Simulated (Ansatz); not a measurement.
Mg$_{3}$Sb$_{2}$ (P-3m1)

The calculation used Ansatz 0.2.0, DFT PBE, scalar-relativistic, plane waves, PAW.

Plane waves to 420 eV, a k mesh through Γ of 12×12×6 on the computed 5-atom cell and Gaussian smearing (0.01 eV); no spin polarisation.

The structure is relaxed at this level of theory with its symmetry kept. Whether it is the stable form of this composition wasn't checked.

```cif
data_structure
_symmetry_space_group_name_H-M 'P-3m1'
_symmetry_Int_Tables_number 164
_cell_length_a 4.5939
_cell_length_b 4.5939
_cell_length_c 7.2743
_cell_angle_alpha 90.000
_cell_angle_beta 90.000
_cell_angle_gamma 120.000
_cell_volume 132.95
loop_
_atom_site_label
_atom_site_type_symbol
_atom_site_symmetry_multiplicity
_atom_site_Wyckoff_symbol
_atom_site_fract_x
_atom_site_fract_y
_atom_site_fract_z
_atom_site_occupancy
Mg1 Mg 2 d 0.33333 0.66667 0.63196 1
Mg2 Mg 1 a 0.00000 0.00000 0.00000 1
Sb1 Sb 2 d 0.33333 0.66667 0.22563 1
```

Problem. Formation energy from the elements' standard states (uncorrected)?

Solution. -0.380 eV/atom.

Problem. Kohn–Sham band gap?

Solution. 0.11 eV, indirect from Γ to (0.000, 0.419, 0.341).

Problem. Löwdin character of the top 1 eV of the valence band?

Solution. Sb 5p 93 %, unprojected 5 %.

Problem. Löwdin character of the lowest 1 eV of the conduction band?

Solution. Mg 3s 58 %, Sb 5p 17 %, unprojected 22 %.

Problem. Electron masses at the edge by Cartesian direction of the standard setting (m_e; degenerate bands sorted by energy; no spin-orbit coupling)?

Solution. x: 0.12; y: 0.45; z: 0.16.

Problem. Hole masses at the edge by Cartesian direction of the standard setting (m_e; degenerate bands sorted by energy; no spin-orbit coupling)?

Solution. x: 1.1; y: 1.1; z: 0.062.

Problem. Bulk modulus?

Solution. 42 GPa.

Problem. Its pressure derivative?

Solution. 4.3.

Problem. Bader charges (e)?

Solution. Mg (2 in the cell) 1.47, Mg (1 in the cell) 1.51, Sb (2 in the cell) -2.23.

Spin-orbit coupling is left out, which matters for the bands of heavy elements.